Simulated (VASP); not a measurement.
Runs of VASP 6.6.1 on GaP. Symmetry: F-43m, No. 216, cubic system. Conventional cell: a = 5.438 Å, b = 5.438 Å, c = 5.438 Å, α = 90.00°, β = 90.00°, γ = 90.00°. Ga (site symmetry -43m) has 4 P at 2.35 Å as nearest neighbours. P (site symmetry -43m) is surrounded by 4 Ga at 2.35 Å. 

| task | cell | cutoff (eV) | target pressure | gap on the mesh (eV) | pressure (GPa) |
| --- | --- | --- | --- | --- | --- |
| relaxation of cell and atoms | relaxed from: cell and atoms relaxed tightly for response | 600 | - | 1.50 | 0.0 |
| single point | cell and atoms relaxed tightly for response | 520 | - | 1.50 | 0.0 |
| relaxation of cell and atoms | relaxed to 16 GPa | 600 | 16 GPa | (a) | 16.0 |
| single point | F-43m, 17.5 Å³/atom | 520 | - | 1.18 | 15.9 |

Alike in all rows: level PBEsol; potentials or basis VASP PAW PBE potentials, release 64 (Ga_d, P); no spin polarisation; k mesh 8 × 8 × 8; smearing gaussian 0.01 eV.

Problem. Estimate the missing entries.

Solution. (a) 1.17.

Caveats: the PAW data sets were made with another functional, which shifts forces and pressure a little (some runs); the cell is relaxed towards a set pressure, so the enthalpy falls and the energy may rise (some runs); so large a pressure means that the cell lies far from this level's equilibrium, or that cutoff or potentials fall short (some runs); the potentials were made for another functional, which shifts forces and pressure (some runs).

A k mesh can miss the band edges, and the runs leave out spin-orbit coupling on Ga.
